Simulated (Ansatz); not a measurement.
# CoO: computed properties

Level of theory: DFT PBE, scalar-relativistic, plane waves, PAW (Ansatz 0.2.0).

Plane waves to 420 eV, a k mesh through Γ of 20×20×20 on the computed 2-atom cell and Gaussian smearing (0.10 eV); collinear spin from starting moments 2.73 0.35 μB.

The structure is relaxed at this level of theory with its symmetry kept.

```yaml
crystal:
  lattice:
    - [-1.50800, 1.50800, 2.10725]
    - [1.50800, -1.50800, 2.10725]
    - [1.50800, 1.50800, -2.10725]
  atoms:
    - { symbol: Co, position: [0.00000, 0.00000, 0.00000] }
    - { symbol: O, position: [0.50000, 0.50000, 0.00000] }
```

```json
{"Space group": "I4/mmm (No. 139)", "Volume per atom": "9.58 Å³", "Formation energy from the elements' standard states (uncorrected)": "-0.489 eV/atom", "Kohn–Sham band gap": "none (metal)", "Density of states at the Fermi level": "3.70 states/eV per cell", "Löwdin character within 0.5 eV of the Fermi level": "Co 3d 87 %, O 2p 12 %", "Bader charges (e)": "Co (1 in the cell) 1.24, O (1 in the cell) -1.24", "Total moment": "2.92 μB per cell", "Site moments (μB; atoms counted from 1 over the whole cell)": "Co (atom 1) 2.48, O (atom 2) 0.32"}
```

The cell holds one magnetic atom, so it can only be ferromagnetic; an antiferromagnetic order may lie lower.

Only this magnetic start was tried.